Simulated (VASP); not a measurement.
Wanted: the native input for a VASP 6.6.1 run.

| Property | Result |
| --- | --- |
| Task | relaxation of cell and atoms |
| Functional | LDA |
| Potentials or basis | VASP PAW LDA potentials, release 64 (Be) |
| Cutoff | 600 eV |
| k mesh | 18 × 18 × 10 |
| Occupations | methfessel-paxton, width 0.1 eV |
| Spin | no spin polarisation |
| Further INCAR settings | ALGO = Normal; EDIFF = 1e-07; IBRION = 2; EDIFFG = -0.005; NSW = 90; ISIF = 3 |

The structure of Be lies in POSCAR:

```
Be                                      
1.0
    2.2258338651      0.0000000000      0.0000000000
   -1.1129169326      1.9276286718      0.0000000000
    0.0000000000      0.0000000000      3.5245769968
  Be            
     2
Direct
     0.3333333332999970    0.6666666667000030    0.2500000000000000
     0.6666666667000030    0.3333333332999970    0.7500000000000000
```

The input as run:

INCAR

```
SYSTEM = Be
ALGO = Normal
EDIFF = 1E-7
EDIFFG = -0.005
ENCUT = 600
IBRION = 2
ISIF = 3
ISMEAR = 1
LASPH = .True.
LCHARG = .False.
LREAL = .False.
LWAVE = .False.
NELM = 80
NSW = 90
PREC = Accurate
SIGMA = 0.1
```

KPOINTS

```
k-points
0
Gamma
  18 18 10
  0 0 0
```

Potentials or basis: VASP PAW LDA potentials, release 64 (Be).

The run is started by

```console
$ cat potpaw_LDA.64/Be/POTCAR > POTCAR
$ mpirun -np 1 vasp_std > vasp.out
```

It gave:

```yaml
Relaxed_volume: 7.57 Å³/atom
Relaxed_cell: a = 2.227 Å, b = 2.227 Å, c = 3.526 Å, α = 90.00°, β = 90.00°, γ = 120.00°
Space_group_after_relaxing_to_0.05_Å: P6_3/mmc (No. 194)
Energy_gained_by_relaxing: 0.0 meV/atom
Ionic_steps: 2
Pressure_after_relaxing: 0.0 GPa
Band_gap_on_the_k_mesh: none (metal or under the smearing width)
```

Run time: 12 s on 1 thread of Intel(R) Xeon(R) Platinum 8488C (Sapphire Rapids) (shared host), peak memory 0.13 GiB.
